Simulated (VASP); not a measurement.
**A VASP 6.6.1 single-point calculation on InSb**

INCAR

```
SIGMA = 0.02
GGA = PE
LASPH = .TRUE.
LREAL = .FALSE.
EDIFF = 1E-7
ISIF = 2
LCHARG = .FALSE.
ISMEAR = -1
NSW = 0
IBRION = -1
PREC = Medium
NELM = 120
LWAVE = .FALSE.
ENCUT = 520
NBANDS = 16
```

KPOINTS

```
KPOINTS created by Atomic Simulation Environment
0
Monkhorst-Pack
6 6 6
0 0 0
```

POSCAR

```
In Sb
 1.0000000000000000
     0.0000000000000000    3.2795130174999998    3.2467178874000000
     3.2795130174999998    0.0000000000000000    3.2467178874000000
     3.2795130174999998    3.2795130174999998    0.0000000000000000
 In  Sb
   1   1
Cartesian
  0.0000000000000000  0.0000000000000000  0.0000000000000000
  1.6397565087499997  1.6397565087499997  1.6233589436999996
```

The recommended PBE PAW datasets give the neutral cell 18 valence electrons.

Command

```
mpirun -np 1 vasp_std
```

Q: How does this run end, and what does it give?

A: It converged. Results: gap between bands v and c on the k mesh 0.61 eV; least direct gap on the k mesh 0.74 eV; pressure 1.8 GPa. Band v is the last that the valence electrons fill when counted band by band, and c is the next.

OSZICAR

```
N       E                     dE             d eps       ncg     rms          rms(c)
DAV:   1     0.113143376156E+03    0.11314E+03   -0.78845E+03  2016   0.112E+03
DAV:   2     0.173064050163E+00   -0.11297E+03   -0.10920E+03  2304   0.280E+02
DAV:   3    -0.683357808729E+01   -0.70066E+01   -0.69814E+01  2552   0.717E+01
DAV:   4    -0.703047462795E+01   -0.19690E+00   -0.19686E+00  2600   0.139E+01
DAV:   5    -0.704054262680E+01   -0.10068E-01   -0.10068E-01  2976   0.248E+00    0.400E+00
DAV:   6    -0.694646119185E+01    0.94081E-01   -0.15234E-01  2960   0.584E+00    0.232E+00
DAV:   7    -0.693414864659E+01    0.12313E-01   -0.65503E-02  2632   0.234E+00    0.610E-01
DAV:   8    -0.693521636864E+01   -0.10677E-02   -0.73848E-03  2680   0.970E-01    0.241E-01
DAV:   9    -0.693585014273E+01   -0.63377E-03   -0.88581E-04  2416   0.248E-01    0.748E-02
DAV:  10    -0.693590749611E+01   -0.57353E-04   -0.51757E-05  2840   0.504E-02    0.354E-02
DAV:  11    -0.693595139919E+01   -0.43903E-04   -0.78026E-05  2216   0.573E-02    0.227E-02
DAV:  12    -0.693595269620E+01   -0.12970E-05   -0.12927E-06  2720   0.817E-03    0.650E-03
DAV:  13    -0.693595315305E+01   -0.45685E-06   -0.14242E-06  2336   0.778E-03    0.360E-03
DAV:  14    -0.693595296877E+01    0.18427E-06   -0.45219E-08  2256   0.123E-03    0.108E-03
DAV:  15    -0.693595299687E+01   -0.28095E-07   -0.14500E-08  1520   0.926E-04
   1 F= -.69359530E+01 E0= -.69359530E+01  d E =-.312608E-08
```

These settings aren't sound, so the numbers aren't properties of the crystal. The shifted mesh misses Γ, so a band edge there is missed.

On sound settings PBE gives a gap of 0.05 eV on its mesh and a pressure of 1.9 GPa for the intended cell.
